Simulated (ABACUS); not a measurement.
The system is V.

```xyz
1
Lattice="-1.5144 1.5144 1.5144 1.5144 -1.5144 1.5144 1.5144 1.5144 -1.5144" Properties=species:S:1:pos:R:3 pbc="T T T"
V     0.0000    0.0000    0.0000
```

Base run:

```yaml
Program: ABACUS 3.10.1
Functional: RPBE
Potentials_or_basis: SG15 ONCV 1.2 PBE
Cutoff: 1143 eV
Density_cutoff: 4572 eV
Basis: plane waves
k_mesh: 10 × 10 × 10
Occupations: fermi-dirac, width 0.05 eV
Spin: collinear spin, ferromagnetic start
Starting_moments: "[2.0] μB"
```

Its results: band gap on the k mesh none (metal or under the smearing width); pressure -0.4 GPa; net moment 0.00 μB per cell.

Task: The run is repeated on the same cell with these changes: functional from RPBE to WC; potentials or basis from SG15 ONCV 1.2 PBE to GBRV ultrasoft 1.5 PBEsol; cutoff from 1143 eV to 544 eV; density cutoff from 4572 eV to 4354 eV. What comes out?

Result: Band gap on the k mesh none (metal or under the smearing width); pressure -26.0 GPa; net moment 0.00 μB per cell.

Caveats: the potentials were made for another functional, which shifts forces and pressure; so large a pressure means that the cell lies far from this level's equilibrium, or that cutoff or potentials fall short (some runs).

Not every run made on this cell is shown here.
